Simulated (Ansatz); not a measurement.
Relaxed LiI (rock salt):

```
CELL_PARAMETERS angstrom
      0.00000     6.01904     6.01904
      3.00952     3.00952     6.01904
      3.00952     3.00952     0.00000
ATOMIC_POSITIONS crystal
  I  0.00000 0.00000 0.00000
  I  0.50000 0.00000 0.00000
  Li 0.00000 0.50000 0.50000
  Li 0.50000 0.50000 0.50000
```

A phonon eigenvector at X = (0.5, 0.5, 0.0) is frozen into this cell: atom i moves by Q times the vector below, so Q is the largest atomic displacement, in Å. The cell is held. It is one choice among 2 degenerate patterns. (q is in reciprocal vectors of the primitive cell; the cell shown is doubled to hold the pattern.)

```csv
atom,x,y,z
I1,0.000,0.058,0.000
I2,0.000,-0.058,0.000
Li3,0.000,1.000,0.000
Li4,0.000,-1.000,0.000
```

All values below come from PBE (plane waves to 420 eV, PAW, scalar-relativistic; Ansatz, an electronic-structure program). k mesh 10×10×10 (Γ-centred), Fermi-Dirac smearing 0.05 eV. LiI was relaxed with its symmetry unable to fall. Spin-orbit coupling is left out, though I is heavy. 

| Q (Å) | −dE/dQ from forces (eV/Å) |
|---|---|
| -0.180 | 0.202 |
| -0.150 | 0.154 |
| -0.120 | 0.114 |
| -0.090 | 0.080 |
| -0.060 | 0.051 |
| -0.030 | 0.025 |
| 0.000 | 0.000 |
| 0.030 | -0.025 |
| 0.060 | -0.051 |
| 0.090 | -0.080 |
| 0.120 | -0.114 |
| 0.150 | -0.154 |
| 0.180 | -0.202 |

Q: What harmonic wavenumber does the curvature at Q = 0 give?

A: 123 cm⁻¹. E″ = 0.82 eV/Å², M = Σ mᵢ|uᵢ|² = 14.7 u, ν̃ = 521.5·√(|E″|/M).

(A displaced cell: forces are minus the slopes of the energy, force constants its curvatures, and phonons follow from these.)
